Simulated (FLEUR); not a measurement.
The system is Li2S.

```
S Li
1.0
     0.00000    2.84450    2.84450
     2.84450    0.00000    2.84450
     2.84450    2.84450    0.00000
S Li
1 2
Direct
  0.00000 0.00000 0.00000
  0.75000 0.75000 0.75000
  0.25000 0.25000 0.25000
```

Base run:

| Quantity | Value |
| --- | --- |
| Program | FLEUR MaX-R8.1 (later development tree) |
| Functional | r2SCAN |
| Potentials or basis | all-electron |
| Basis | FLAPW |
| Kmax | 4.24 1/bohr |
| k mesh | 8 × 8 × 8 |
| Occupations | fermi-dirac, width 0.05 eV |
| Spin | no spin polarisation |

Its results: band gap on the k mesh 3.86 eV, indirect (least direct gap 4.95 eV).

Task: The run is repeated on the same cell with these changes: functional from r2SCAN to LDA. What comes out?

Result: Band gap on the k mesh 3.17 eV, indirect (least direct gap 4.08 eV).

r2SCAN gives the wider gap, since meta-GGAs in the generalised Kohn-Sham scheme recover part of the derivative discontinuity.

Caveats: the meta-GGA is that of a development version, with a GGA for the radial functions and cores and without core tails (some runs).

Not every run made on this cell is shown here.
